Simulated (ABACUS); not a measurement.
# La (Im-3m) in ABACUS: equation of state, part 2 of 2

ABACUS 3.10.1.

**4. Equation of state, PBE, 37.55 Å³/atom (volume scaled by 0.98)**

The input, INPUT:

```
INPUT_PARAMETERS
suffix              La
calculation         scf
basis_type          pw
pseudo_dir          ./
symmetry            1
dft_functional      pbe
ecutwfc             111
pseudo_rcut         10
nspin               1
nbands              10
ks_solver           dav
smearing_method     fd
smearing_sigma      0.00367493
scf_thr             1e-08
scf_nmax            100
mixing_type         broyden
mixing_beta         0.7
cal_force           1
cal_stress          1
kpar                4
```

The input, STRU:

```
ATOMIC_SPECIES
La 138.9055 La.upf

LATTICE_CONSTANT
1.8897261246

LATTICE_VECTORS
-2.1095767417 2.1095767417 2.1095767417
2.1095767417 -2.1095767417 2.1095767417
2.1095767417 2.1095767417 -2.1095767417

ATOMIC_POSITIONS
Direct

La
0.0
1
0.0000000000 0.0000000000 0.0000000000 1 1 1
```

The input, KPT:

```
K_POINTS
0
Gamma
9 9 9 0 0 0
```

Run with:

```console
> OMP_NUM_THREADS=1 mpirun -np 4 abacus > log
```

It took 11 s on 4 MPI ranks of Intel Xeon Platinum 8488C (Sapphire Rapids), shared host; peak memory 0.4 GiB.

It converged, with:

| Item | Value |
| --- | --- |
| Free energy | -955.1843 eV |
| Pressure | 0.0 GPa |
| Band gap on the k mesh | none (metal or under the smearing width) |

**5. Equation of state, PBE, 38.32 Å³/atom**

INPUT is that of step 4.

The input, STRU:

```
ATOMIC_SPECIES
La 138.9055 La.upf

LATTICE_CONSTANT
1.8897261246

LATTICE_VECTORS
-2.1238310710 2.1238310710 2.1238310710
2.1238310710 -2.1238310710 2.1238310710
2.1238310710 2.1238310710 -2.1238310710

ATOMIC_POSITIONS
Direct

La
0.0
1
0.0000000000 0.0000000000 0.0000000000 1 1 1
```

KPT is that of step 4.

Potentials or basis: PseudoDojo NC SR 0.4.1 PBE standard, plane waves.

Run with:

```console
> OMP_NUM_THREADS=1 mpirun -np 4 abacus > log
```

running log:

```text
ABACUS v3.10.1

               Atomic-orbital Based Ab-initio Computation at UStc

 ------------------------------------------------------------------------------------

 READING GENERAL INFORMATION
                           global_out_dir = OUT.La/
                           global_in_card = INPUT
                               pseudo_dir = ./
                              orbital_dir =
                                    DSIZE = 4
                                    GSIZE = 1

 READING UNITCELL INFORMATION
                                    ntype = 1
                  lattice constant (Bohr) = 1.88973
              lattice constant (Angstrom) = 1

 READING ATOM TYPE 1
                               atom label = La
                      L=0, number of zeta = 1
                      L=1, number of zeta = 1
                      L=2, number of zeta = 1
             number of atom for this type = 1

                        TOTAL ATOM NUMBER = 1
DIRECT COORDINATES
    atom                   x                   y                   z     mag                  vx                  vy                  vz
taud_La1            0.0000000000        0.0000000000        0.0000000000  0.0000        0.0000000000        0.0000000000        0.0000000000

                          Volume (Bohr^3) = 258.593
                             Volume (A^3) = 38.3195

 Lattice vectors: (Cartesian coordinate: in unit of a_0)
             -2.12383            +2.12383            +2.12383
[... 283 lines left out ...]
 E_entropy(-TS) -0.0019846344        -0.0270023362
 E_descf        0.0000000000         0.0000000000
 E_exx          0.0000000000         0.0000000000
 E_Fermi        0.7947748592         10.8134667124
----------------------------------------------------------

 charge density convergence is achieved
 final etot is -955.18284654 eV
 EFERMI = 10.813466712 eV

 STATE ENERGY(eV) AND OCCUPATIONS    NSPIN == 1
 1/9 kpoint (Cartesian) = 0.0000 0.0000 0.0000 (5089 pws)
       1       -22.1379     0.00274348
       2       -5.14832     0.00274348
       3       -5.14832     0.00274348
       4       -5.14832     0.00274348
       5        7.58132     0.00274348
       6        12.2691    6.23788e-16
       7        12.2691    6.23788e-16
       8        12.2691    6.23788e-16
       9        12.9048    1.87410e-21
      10        12.9048    1.87410e-21
[... 49 lines left out ...]
 6/9 kpoint (Cartesian) = 0.052316 -0.026158 -0.026158 (5127 pws)
       1       -22.0795      0.0658436
       2       -5.58247      0.0658436
       3       -5.25472      0.0658436
       4       -5.18883      0.0658436
       5        8.57014      0.0658436
       6        11.3950    5.84929e-07
       7        11.4704    1.29502e-07
       8        12.2068    5.19769e-14
       9        12.4512    3.91676e-16
      10        12.6150    1.48043e-17

[... levels at 3 further k points ...]

------------------------------------------------------------------------------------------
 TOTAL-FORCE (eV/Angstrom)
------------------------------------------------------------------------------------------
                       La1         0.0000000000         0.0000000000         0.0000000000
------------------------------------------------------------------------------------------

----------------------------------------------------------------
 TOTAL-STRESS (KBAR)
----------------------------------------------------------------
        -5.4599509927         0.0000000000         0.0000000000
         0.0000000000        -5.4599509927        -0.0000000000
        -0.0000000000        -0.0000000000        -5.4599509927
----------------------------------------------------------------
 TOTAL-PRESSURE: -5.459951 KBAR

 --------------------------------------------
 !FINAL_ETOT_IS -955.1828465380571060 eV
 --------------------------------------------
```

Run time: 12 s. Hardware: 4 MPI ranks of Intel Xeon Platinum 8488C (Sapphire Rapids), shared host; peak memory 0.4 GiB.

What came out:

| Property | Result |
| --- | --- |
| Free energy | -955.1828 eV |
| Pressure | -0.5 GPa |
| Band gap on the k mesh | none (metal or under the smearing width) |

**6. Equation of state, PBE, 39.09 Å³/atom (volume scaled by 1.02)**

INPUT is that of step 5.

The input, STRU:

```
ATOMIC_SPECIES
La 138.9055 La.upf

LATTICE_CONSTANT
1.8897261246

LATTICE_VECTORS
-2.1378965873 2.1378965873 2.1378965873
2.1378965873 -2.1378965873 2.1378965873
2.1378965873 2.1378965873 -2.1378965873

ATOMIC_POSITIONS
Direct

La
0.0
1
0.0000000000 0.0000000000 0.0000000000 1 1 1
```

KPT is that of step 5.

Potentials or basis: PseudoDojo NC SR 0.4.1 PBE standard, plane waves.

Run with:

```console
> OMP_NUM_THREADS=1 mpirun -np 4 abacus > log
```

It took 13 s on 4 MPI ranks of Intel Xeon Platinum 8488C (Sapphire Rapids), shared host; peak memory 0.4 GiB.

It converged, with:

```yaml
Free_energy: -955.1791 eV
Pressure: -1.0 GPa
Band_gap_on_the_k_mesh: none (metal or under the smearing width)
```

**7. Equation of state, PBE, 39.85 Å³/atom (volume scaled by 1.04)**

INPUT is that of step 6.

The input, STRU:

```
ATOMIC_SPECIES
La 138.9055 La.upf

LATTICE_CONSTANT
1.8897261246

LATTICE_VECTORS
-2.1517794217 2.1517794217 2.1517794217
2.1517794217 -2.1517794217 2.1517794217
2.1517794217 2.1517794217 -2.1517794217

ATOMIC_POSITIONS
Direct

La
0.0
1
0.0000000000 0.0000000000 0.0000000000 1 1 1
```

KPT is that of step 6.

Run with:

```console
> OMP_NUM_THREADS=1 mpirun -np 4 abacus > log
```

It took 14 s on 4 MPI ranks of Intel Xeon Platinum 8488C (Sapphire Rapids), shared host; peak memory 0.4 GiB.

Results (log left out):

| Property | Result |
| --- | --- |
| Free energy | -955.1733 eV |
| Pressure | -1.4 GPa |
| Band gap on the k mesh | none (metal or under the smearing width) |

**8. Equation of state, PBE, 40.62 Å³/atom (volume scaled by 1.06)**

INPUT is that of step 7.

The input, STRU:

```
ATOMIC_SPECIES
La 138.9055 La.upf

LATTICE_CONSTANT
1.8897261246

LATTICE_VECTORS
-2.1654853927 2.1654853927 2.1654853927
2.1654853927 -2.1654853927 2.1654853927
2.1654853927 2.1654853927 -2.1654853927

ATOMIC_POSITIONS
Direct

La
0.0
1
0.0000000000 0.0000000000 0.0000000000 1 1 1
```

KPT is that of step 7.

Run with:

```console
> OMP_NUM_THREADS=1 mpirun -np 4 abacus > log
```

It took 14 s on 4 MPI ranks of Intel Xeon Platinum 8488C (Sapphire Rapids), shared host; peak memory 0.4 GiB.

The run converged. Its results:

- Free energy: -955.1655 eV
- Pressure: -1.8 GPa
- Band gap on the k mesh: none (metal or under the smearing width)

**9. Equation of state, PBE**

Potentials or basis: PseudoDojo NC SR 0.4.1 PBE standard, plane waves.

No new run: the results of the series are fitted here.

What came out:

```yaml
Equilibrium_volume: 37.49 Å³/atom
Bulk_modulus: 26 GPa
Pressure_derivative_of_the_bulk_modulus: 3.0
```

Energy against volume, from the lowest point:
| volume (Å³/atom) | energy (meV/atom) |
| --- | --- |
| 36.020 | 4.89 |
| 36.787 | 1.08 |
| 37.553 | 0.00 |
| 38.320 | 1.42 |
| 39.086 | 5.15 |
| 39.852 | 11.00 |
| 40.619 | 18.81 |

Spin-orbit coupling is left out, which matters for the levels of La.
